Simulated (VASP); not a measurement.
# SrO (Fm-3m) in VASP: notebook

One crystal, SrO, is run at these levels: PBE; tasks: single point.

Program: VASP 6.6.1. These are calculated values, not measurements. Logs are shortened: lines on timing, memory, paths and dates and some standing lists are left out, and cuts for length are marked.

**1. The structure**

The structure is cubic, space group Fm-3m (No. 225). The conventional cell has a = 5.133 Å, b = 5.133 Å, c = 5.133 Å, α = 90.00°, β = 90.00°, γ = 90.00°. Sr (site symmetry m-3m) has 6 O at 2.57 Å as nearest neighbours. O (site symmetry m-3m) is surrounded by 6 Sr at 2.57 Å.

**2. Single point, PBE**

INCAR reads:

```
SYSTEM = SrO
  PREC = Accurate
  ENCUT = 800
  EDIFF = 1E-7
  ISMEAR = 0
  SIGMA = 0.05
  LREAL = .FALSE.
  LASPH = .TRUE.
  NELM = 100
  ALGO = Normal
  ISIF = 2
  LWAVE = .FALSE.
  LCHARG = .FALSE.
  GGA = PE
  ADDGRID = .TRUE.
```

KPOINTS reads:

```
Automatic mesh
0
G
  8 8 8
  0 0 0
```

POSCAR reads:

```
SrO
1.0
    0.0000000000      2.5663000000      2.5663000000
    2.5663000000      0.0000000000      2.5663000000
    2.5663000000      2.5663000000      0.0000000000
Sr O
1 1
Direct
    0.5000000000      0.5000000000      0.5000000000
    0.0000000000      0.0000000000      0.0000000000
```

Potentials or basis: VASP PAW PBE potentials, release 64 (Sr_sv, O_h).

Launch:

```
> cat potpaw_PBE.64/Sr_sv/POTCAR potpaw_PBE.64/O_h/POTCAR > POTCAR
> mpirun -np 1 vasp_std > vasp.out
```

OUTCAR:

```text
SYSTEM = SrO
   PREC = Accurate
   ENCUT = 800
   EDIFF = 1E-7
   ISMEAR = 0
   LREAL = .FALSE.
   LASPH = .TRUE.
   NELM = 100
   ISIF = 2
   GGA = PE

 Found     29 irreducible k-points:

 Following reciprocal coordinates:
            Coordinates               Weight
  0.000000  0.000000  0.000000      1.000000
  0.125000  0.000000  0.000000      8.000000
  0.250000  0.000000  0.000000      8.000000
  0.375000  0.000000  0.000000      8.000000
  0.500000  0.000000  0.000000      4.000000
  0.125000  0.125000  0.000000      6.000000
   k-points           NKPTS =     29   k-points in BZ     NKDIM =     29   number of bands    NBANDS=     12
   number of dos      NEDOS =    301   number of ions     NIONS =      2
   total plane-waves  NPLWV =  46656
   dimension x,y,z NGX =    36 NGY =   36 NGZ =   36
   dimension x,y,z NGXF=    72 NGYF=   72 NGZF=   72
   ions per type =               1   1
   NGX,Y,Z   is equivalent  to a cutoff of  16.49, 16.49, 16.49 a.u.
   NGXF,Y,Z  is equivalent  to a cutoff of  32.98, 32.98, 32.98 a.u.
 SYSTEM =  SrO
   PREC   = accura    normal or accurate (medium, high low for compatibility)
   ISTART =      0    job   : 0-new  1-cont  2-samecut
   ICHARG =      2    charge: 1-file 2-atom 10-const
   ISPIN  =      1    spin polarized calculation?
   LNONCOLLINEAR =      F non collinear calculations
   LSORBIT =      F    spin-orbit coupling
   LASPH  =      T    aspherical Exc in radial PAW
   ENCUT  =  800.0 eV  58.80 Ry    7.67 a.u.   8.37  8.37  8.37*2*pi/ulx,y,z
   NELM   =    100;   NELMIN=  2; NELMDL= -5     # of ELM steps
   EDIFF  = 0.1E-06   stopping-criterion for ELM
   LREAL  =      F    real-space projection
   EDIFFG = 0.1E-05   stopping-criterion for IOM
   NSW    =      0    number of steps for IOM
   IBRION =     -1    ionic relax: 0-MD 1-quasi-New 2-CG
   NFREE  =      0    steps in history (QN), initial steepest desc. (CG)
   ISIF   =      2    stress and relaxation
   ISYM   =      2    0-nonsym 1-usesym 2-fastsym
   POTIM  = 0.5000    time-step for ionic-motion
   TEBEG  =    0.0;   TEEND  =   0.0 temperature during run
   PSTRESS=    0.0 pullay stress
   NELECT =      16.0000    total number of electrons
   NUPDOWN=      -1.0000    fix difference up-down
   EMIN   =  10.00;   EMAX   =-10.00  energy-range for DOS
   EFERMI =   0.00;   METHOD = LEGACY
   ISMEAR =     0;   SIGMA  =   0.05  broadening in eV -4-tet -1-fermi 0-gaus
   EFERMI_NEDOS =   21; number of points for ismear=-14 and -15
   IALGO  =     38    algorithm
   IMIX   =      4    mixing-type and parameters
     AMIX     =   0.40;   BMIX     =  1.00
     AMIX_MAG =   1.60;   BMIX_MAG =  1.00
  volume/ion in A,a.u.               =      16.90       114.06
  Fermi-wavevector in a.u.,A,eV,Ry     =   1.275843  2.410995 22.147245  1.627777
  Thomas-Fermi vector in A             =   2.408533
   LORBIT       =      0    0 simple, 1 ext, 2 COOP (PROOUT), +10 PAW based schemes
   GGA     = PE    functional components
   LHFCALC =     F    Hartree Fock is set to
   AEXX    =    0.0000 exact exchange contribution
   IVDW    =     0    specifies the selected vdW correction
   LEPSILON=     F    determine dielectric tensor
   LRPA    =     F    only Hartree local field effects (RPA)
 non-spin polarized calculation
 Gauss-broadening in eV      SIGMA  =   0.05
  energy-cutoff  :      800.00
  volume of cell :       33.80
 maximum number of plane-waves:      1807
 NGX is ok and might be reduce to    36
   NGX = 17   NGY = 17   NGZ = 17

 number of electron      16.0000000 magnetization

 Free energy of the ion-electron system (eV)
  ---------------------------------------------------
  ext. energy  EPLUGINS =         0.00000000
  ---------------------------------------------------
  free energy    TOTEN  =       -12.04114522 eV

  energy without entropy =      -12.04114522  energy(sigma->0) =      -12.04114522

 E-fermi :   2.1848     XC(G=0): -10.0545

 val. band max:        1.9133015571   @ k =   0.0000   0.0000   0.0000
 cond. band min:       5.1800440007   @ k =   0.5000   0.5000   0.0000
 fundamental gap:      3.2667424436
 Fermi energy:         2.1847687629

 k-point     1 :       0.0000    0.0000    0.0000
  band No.  band energies     occupation
      1     -30.4522      2.00000
      2     -13.1872      2.00000
      3     -12.0846      2.00000
      4     -12.0846      2.00000
      5     -12.0846      2.00000
      6       1.9133      2.00000
      7       1.9133      2.00000
      8       1.9133      2.00000
      9       5.9392      0.00000
     10       8.1407      0.00000
     11       8.1407      0.00000
     12       8.1407      0.00000

 k-point     2 :       0.1250    0.0000    0.0000
  band No.  band energies     occupation
      1     -30.4318      2.00000
      2     -13.5529      2.00000
      3     -12.0969      2.00000
      4     -12.0969      2.00000
      5     -11.7688      2.00000
      6       1.4624      2.00000
      7       1.7162      2.00000
      8       1.7162      2.00000
      9       6.6382      0.00000
     10       7.9923      0.00000
     11       8.4482      0.00000
     12       8.4482      0.00000

 k-point     3 :       0.2500    0.0000    0.0000
  band No.  band energies     occupation
      1     -30.3821      2.00000
      2     -14.1280      2.00000
      3     -12.1264      2.00000
      4     -12.1264      2.00000
      5     -11.3151      2.00000
      6       0.6343      2.00000
      7       1.2867      2.00000
      8       1.2867      2.00000
      9       7.9239      0.00000
     10       8.1877      0.00000
     11       9.2828      0.00000
     12       9.2828      0.00000

 k-point     4 :       0.3750    0.0000    0.0000
  band No.  band energies     occupation
      1     -30.3316      2.00000
      2     -14.5585      2.00000
      3     -12.1552      2.00000
      4     -12.1552      2.00000
      5     -11.0061      2.00000
      6      -0.0210      2.00000
      7       0.9117      2.00000
      8       0.9117      2.00000
      9       8.2567      0.00000
     10       9.7130      0.00000
     11      10.3012      0.00000
     12      10.3012      0.00000

 k-point     5 :       0.5000    0.0000    0.0000
  band No.  band energies     occupation
      1     -30.3104      2.00000
      2     -14.7157      2.00000
      3     -12.1671      2.00000
      4     -12.1671      2.00000
      5     -10.8992      2.00000
      6      -0.2639      2.00000
      7       0.7689      2.00000
      8       0.7689      2.00000
      9       8.4941      0.00000
     10      10.4196      0.00000
     11      10.7963      0.00000
     12      10.7963      0.00000

 k-point     6 :       0.1250    0.1250    0.0000
  band No.  band energies     occupation
      1     -30.4252      2.00000
      2     -13.5874      2.00000
      3     -12.1402      2.00000
      4     -12.1402      2.00000
      5     -11.6950      2.00000
      6       1.1509      2.00000
      7       1.8455      2.00000
      8       1.8455      2.00000
      9       6.7032      0.00000
     10       7.4562      0.00000
     11       8.8009      0.00000
     12       8.8009      0.00000

 [... further k-points ...]
[... 5 lines left out ...]
  --------------------------------------------------------------------------------------
  -------------------------------------------------------------------------------------
  Total        0.4767001      0.4767001      0.4767001     -0.0000000      0.0000000     -0.0000000
  in kB       22.5945439     22.5945439     22.5945439     -0.0000000      0.0000000     -0.0000000
  external PRESSURE =      22.5945439 kB  Pullay stress =       0.0000000 kB

 VOLUME and BASIS-vectors are now :
 -----------------------------------------------------------------------------
  energy-cutoff  :      800.00
  volume of cell :       33.80
      direct lattice vectors                 reciprocal lattice vectors
     0.000000000  2.566300000  2.566300000    -0.194833028  0.194833028  0.194833028
     2.566300000  0.000000000  2.566300000     0.194833028 -0.194833028  0.194833028
     2.566300000  2.566300000  0.000000000     0.194833028  0.194833028 -0.194833028

 POSITION                                       TOTAL-FORCE (eV/Angst)
 -----------------------------------------------------------------------------------
      2.56630      2.56630      2.56630        -0.000000     -0.000000     -0.000000
      0.00000      0.00000      0.00000         0.000000      0.000000      0.000000
 -----------------------------------------------------------------------------------
    total drift:                                0.000000      0.000000      0.000000

  FREE ENERGIE OF THE ION-ELECTRON SYSTEM (eV)
  ---------------------------------------------------
  free  energy   TOTEN  =       -12.0411452214 eV

  energy  without entropy=      -12.0411452214  energy(sigma->0) =      -12.04114522
```

Run time: 76 s. Hardware: 1 thread of Intel Xeon Platinum 8375C at 2.90GHz (Ice Lake), shared host; peak memory 0.42 GiB.

The run converged, but some of its settings lie outside the range that counts as converged, so its numbers aren't taken as properties of the crystal.

What came out:

* Free energy: -12.0411 eV
* Band gap on the k mesh: 3.27 eV, indirect (least direct gap 3.35 eV)

Caveat: the cutoff is under 1.25 times the usual one of these potentials, so pressure, stress and relaxed cells hold a basis-set (Pulay) error.

**3. Single point, PBE**

INCAR: that of step 2 with these lines changed.

```diff
@@ -7,3 +7,3 @@
   LREAL = .FALSE.
-  LASPH = .TRUE.
+  LASPH = .FALSE.
   NELM = 100
@@ -14,2 +14,2 @@
   GGA = PE
-  ADDGRID = .TRUE.
+  ADDGRID = .FALSE.
```

KPOINTS is that of step 2.

POSCAR is that of step 2.

Potentials or basis: VASP PAW PBE potentials, release 64 (Sr_sv, O_h).

Launch:

```
> cat potpaw_PBE.64/Sr_sv/POTCAR potpaw_PBE.64/O_h/POTCAR > POTCAR
> mpirun -np 1 vasp_std > vasp.out
```

Wall time 45 s (1 thread of Intel Xeon Platinum 8375C at 2.90GHz (Ice Lake), shared host); peak memory 0.21 GiB.

These settings aren't checked as converged: the numbers below hold their error.

Results:

```
Free energy            : -12.0411 eV
Band gap on the k mesh : 3.27 eV, indirect (least direct gap 3.35 eV)
```

Caveat: the cutoff is under 1.25 times the usual one of these potentials, so pressure, stress and relaxed cells hold a basis-set (Pulay) error.

**4. Single point, PBE**

INCAR reads:

```
SYSTEM = SrO
  PREC = Normal
  ENCUT = 800
  EDIFF = 1E-4
  ISMEAR = 0
  SIGMA = 0.05
  LREAL = Auto
  LASPH = .TRUE.
  NELM = 100
  ALGO = Normal
  ISIF = 2
  LWAVE = .FALSE.
  LCHARG = .FALSE.
  GGA = PE
  ADDGRID = .FALSE.
```

KPOINTS is that of step 3.

POSCAR is that of step 3.

Launch:

```
> cat potpaw_PBE.64/Sr_sv/POTCAR potpaw_PBE.64/O_h/POTCAR > POTCAR
> mpirun -np 1 vasp_std > vasp.out
```

Run time: 27 s. Hardware: 1 thread of Intel Xeon Platinum 8375C at 2.90GHz (Ice Lake), shared host; peak memory 0.16 GiB.

The run converged, but some of its settings lie outside the range that counts as converged, so its numbers aren't taken as properties of the crystal.

What came out:

| Item | Value |
| --- | --- |
| Free energy | -12.0425 eV |
| Band gap on the k mesh | 3.27 eV, indirect (least direct gap 3.35 eV) |

Caveat: the cutoff is under 1.25 times the usual one of these potentials, so pressure, stress and relaxed cells hold a basis-set (Pulay) error.

**5. The reference run**

An earlier run on the cell as given: functional PBEsol; potentials or basis VASP PAW PBE potentials, release 64 (Sr_sv, O); cutoff 520 eV; k mesh 9 × 9 × 9; occupations fermi-dirac, width 0.05 eV; no spin polarisation.

* Pressure: 0.1 GPa
* Band gap on the k mesh: 3.21 eV, indirect (least direct gap 3.30 eV)
